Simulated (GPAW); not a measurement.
Runs of GPAW 26.7.0 on CdS (Greenockite). It takes space group P6_3mc (No. 186, hexagonal). The conventional cell has a = 4.150 Å, b = 4.150 Å, c = 6.737 Å, α = 90.00°, β = 90.00°, γ = 120.00°. Cd (site symmetry 3m) is surrounded by 4 S at 2.53 to 2.54 Å. S (site symmetry 3m) has 4 Cd at 2.53 to 2.54 Å as nearest neighbours. 

```csv
task,level,potentials or basis,spin,cell,k mesh,band path,band points,spin axis theta (degrees),spin axis phi (degrees),soc after scf,gap on the mesh (eV),pressure (GPa),relaxed volume (Å³/atom)
band structure,RPBE,"the program's PAW data sets (release 1.2.1) made for this functional, pw","SOC, no magnetisation",as given,5 × 5 × 3,"GMKGALHA,LM,KH",100,54.7,45,second variation,1.35,4.1,-
relaxation of cell and atoms,PBEsol+D3(BJ)+ATM,"PAW data sets generated in the run's folder for this functional, pw",off,relaxed,6 × 6 × 3,-,-,-,-,-,1.13,0.0,24.03
relaxation of cell and atoms,PW91+D3(BJ),"PAW data sets generated in the run's folder for this functional, pw",off,relaxed,5 × 5 × 3,-,-,-,-,-,1.13,0.1,25.18
relaxation of cell and atoms,PBEsol+D3(BJ),"PAW data sets generated in the run's folder for this functional, pw",off,relaxed,6 × 6 × 3,-,-,-,-,-,1.14,0.0,23.94
relaxation of cell and atoms,revPBE+D4,"the program's PAW data sets (release 1.2.1) made for this functional, pw",off,relaxed to 20 GPa,5 × 5 × 3,-,-,-,-,-,1.40,20.0,-
relaxation of cell and atoms,PBEsol,"PAW data sets generated in the run's folder for this functional, pw",off,relaxed,6 × 6 × 3,-,-,-,-,-,(b),-0.1,24.64
relaxation of cell and atoms,PBEsol+D3,"PAW data sets generated in the run's folder for this functional, pw",off,relaxed,6 × 6 × 3,-,-,-,-,-,1.14,0.0,23.95
relaxation of cell and atoms,mBEEF,"GPAW PAW data sets (gpaw-data 1.2.1), pw",off,relaxed,5 × 5 × 3,-,-,-,-,-,1.86,0.0,(a)
```

Alike in all rows: cutoff (eV) 600; smearing fermi-dirac 0.05 eV.

Task: Fill in the values left out.

Result: (a) 25.75; (b) 1.08.

Caveats: later steps reuse the first step's grids (some runs); spin-orbit coupling was added after a scalar SCF, so levels and gaps hold it while energy, forces, pressure and moments don't (some runs); this program's spin-orbit splittings come out too wide for heavy elements (some runs); the volume moved by over 15 % at a fixed basis, so the end points are rough (some runs); the PAW data sets were made with another functional, which shifts forces and pressure a little (some runs).

A k mesh can miss the band edges, and rows without SOC leave out spin-orbit coupling on Cd.

Runs at the PBE level aren't shown here.
